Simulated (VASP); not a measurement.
Set up this calculation in VASP 6.6.1, as the native input.

```yaml
Task: relaxation of cell and atoms
Functional: PBE
Potentials_or_basis: VASP PAW PBE potentials, release 64 (Ge_d, Pt)
Cutoff: 520 eV
k_mesh: 10 × 10 × 6
Occupations: gaussian, width 0.1 eV
Spin: no spin polarisation
Further_INCAR_settings: ALGO = Normal; EDIFF = 1e-07; IBRION = 2; POTIM = 0.3; EDIFFG = -0.005; NSW = 60; ISIF = 3
```

The structure of GePt lies in POSCAR:

```
GePt                                    
1.0
    3.8742604676     -0.0000000000     -0.0000000000
   -1.9371302338      3.3552079888      0.0000000000
    0.0000000000     -0.0000000000      5.4258874443
  Ge              Pt            
     2     2
Direct
     0.3333333300000021    0.6666666699999979    0.2500000000000000
     0.6666666699999979    0.3333333300000021    0.7500000000000000
     1.0000000000000000    1.0000000000000000    0.0000000000000000
     1.0000000000000000    1.0000000000000000    0.5000000000000000
```

The cell was built by a generator and needn't be a form met in nature.

These files were run (other wordings do the same):

INCAR

```
SYSTEM = GePt
ALGO = Normal ; EDIFF = 1E-7
EDIFFG = -0.005 ; ENCUT = 520
GGA = PE ; IBRION = 2
ISIF = 3 ; ISMEAR = 0
KPAR = 4 ; LASPH = .TRUE.
LCHARG = .FALSE. ; LREAL = .FALSE.
LWAVE = .FALSE. ; NELM = 120
NSW = 60 ; POTIM = 0.3
PREC = Accurate ; SIGMA = 0.1
```

KPOINTS

```
k-points
0
G
  10 10 6
  0 0 0
```

Potentials or basis: VASP PAW PBE potentials, release 64 (Ge_d, Pt).

Launch:

```bash
$ cat potpaw_PBE.64/Ge_d/POTCAR potpaw_PBE.64/Pt/POTCAR > POTCAR
$ mpirun -np 4 vasp_std > vasp.out
```

Results of the run:

The pressure after relaxing is 0.0 GPa and the band gap on the k mesh is none (metal or under the smearing width).

Caveat: the relaxation stopped at its first step, so nothing moved.

It took 14 s on 4 MPI ranks on AMD EPYC 9R45 96-Core Processor (Zen 5), with other jobs on the host, peak memory 0.23 GiB a rank.
